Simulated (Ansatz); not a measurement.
# Re: the cost of one run

Method: DFT PBE, scalar-relativistic, in Ansatz 0.2.0.

8 further runs of the same task are left out: 8 that didn't finish.

## Step 1: The starting structure

The structure is hexagonal, space group P6_3/mmc (No. 194). The conventional cell has a = 2.603 Å, b = 2.603 Å, c = 4.162 Å, α = 90.00°, β = 90.00°, γ = 120.00°. Around Re (site symmetry -6m2) lie 12 Re at 2.57 to 2.60 Å.

Coordinates:

```
CELL_PARAMETERS angstrom
2.60290 0.00000 0.00000
-1.30145 2.25418 0.00000
0.00000 0.00000 4.16200
ATOMIC_POSITIONS crystal
Re 0.33333 0.66667 0.25000
Re 0.66667 0.33333 0.75000
```

Atoms are numbered in the order of the input: Re1, Re2.

## Step 2: The deformed structure

Space group P6_3/mmc before, P6_3/mmc after.

## Step 3: LAPW, all electrons

The input, input.yaml:

```yaml
crystal:
  lattice:
    - [2.6809881046, 0.0, 0.0]
    - [-1.3404940523, 2.3218038058, 0.0]
    - [0.0, 0.0, 4.162]
  atoms:
    - { symbol: Re, position: [0.3333333333, 0.6666666667, 0.25] }
    - { symbol: Re, position: [0.6666666667, 0.3333333333, 0.75] }
kpoints:
  mp_grid: { grid: [14, 14, 8] }
  band_path:
    path:
      - [0.0, 0.0, 0.0]
      - [0.5, 0.0, 0.0]
      - [0.3333333333, 0.3333333333, 0.0]
      - [0.0, 0.0, 0.0]
      - [0.0, 0.0, 0.5]
      - [0.5, 0.0, 0.5]
      - [0.3333333333, 0.3333333333, 0.5]
      - [0.0, 0.0, 0.5]
      - [0.5, 0.0, 0.5]
    npoints: 5
scf:
  occupations: { method: fermi_dirac, width: 0.05 }
hamiltonian:
  xc: pbe
  pseudopotentials: { kind: all_electron, lapw: { basis_error: 0.00025 } }
output:
  forces: true
  stress: true
  eigenvalues: true
```

The run is started by

```sh
$ ansatz run input.yaml --threads 1 --pin off --max-ram 3072MiB --backend cpu --events-out ev --progress --plain --runs-dir out
```

Q: Estimate wall time and peak memory on 1 thread of Intel Xeon Platinum 8488C (Sapphire Rapids), shared host.

About 61 s, with a peak of 0.78 GiB.
